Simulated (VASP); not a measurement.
Here is a VASP 6.6.1 calculation.

The input INCAR:

```
SYSTEM = Ni
  PREC = Accurate
  ENCUT = 600
  EDIFF = 1E-7
  ISMEAR = 0
  SIGMA = 0.1
  LREAL = .False.
  LASPH = .True.
  NELM = 150
  ALGO = Normal
  ISIF = 3
  LWAVE = .False.
  LCHARG = .False.
  ISPIN = 2
  MAGMOM = 1 1
  LORBIT = 11
  LMAXMIX = 4
  METAGGA = R2SCAN
  LMIXTAU = .True.
  LUSE_VDW = .True.
  IVDW_NL = 2
  BPARAM = 11.95
  CPARAM = 0.0093
  IBRION = 2
  NSW = 90
  EDIFFG = -0.005
```

Contents of KPOINTS:

```
Automatic mesh
0
Gamma
  21 21 10
  0 0 0
```

Contents of POSCAR:

```
Ni
1.0
    2.4887455600      0.0000000000      0.0000000000
   -1.2443727800      2.1553168800      0.0000000000
    0.0000000000      0.0000000000      4.0641215000
Ni
2
Direct
    0.3333333300      0.6666666700      0.2500000000
    0.6666666700      0.3333333300      0.7500000000
```

Potentials or basis: VASP PAW PBE potentials, release 64 (Ni).

The run is started by

```sh
$ cat potpaw_PBE.64/Ni/POTCAR > POTCAR
$ mpirun -np 1 vasp_std > vasp.out
```

**Question.** Predict the band gap on the k mesh.

**Answer.** None (metal or under the smearing width).

**Question.** Predict the net moment.

**Answer.** 1.40 μB per cell.

**Question.** What does it give for the space group after relaxing (to 0.05 Å)?

**Answer.** P6_3/mmc (No. 194).

**Question.** Estimate the site moments.

**Answer.** Ni +0.72 μB.

The path:
| step | energy change (eV) | largest force (eV/Å) | pressure (GPa) | volume (Å³) |
| --- | --- | --- | --- | --- |
| 1 | 0.0000 | 0.0000 | -8.38 | 21.80 |
| 2 | -0.0015 | 0.0000 | 10.27 | 20.05 |
| 3 | -0.0273 | 0.0000 | 0.22 | 20.88 |
| 4 | -0.0273 | 0.0000 | 0.37 | 20.87 |
| 5 | -0.0284 | 0.0000 | 0.17 | 20.90 |
| 6 | -0.0284 | 0.0000 | 0.12 | 20.90 |
| 7 | -0.0284 | 0.0000 | 0.11 | 20.91 |
| 8 | -0.0284 | 0.0000 | 0.11 | 20.90 |
| 9 | -0.0284 | 0.0000 | -0.06 | 20.92 |
| 10 | -0.0284 | 0.0000 | -0.03 | 20.92 |

Caveat: the PAW data sets were made with another functional, which shifts forces and pressure a little; pairwise dispersion overbinds metals, which lowers pressure and volume.
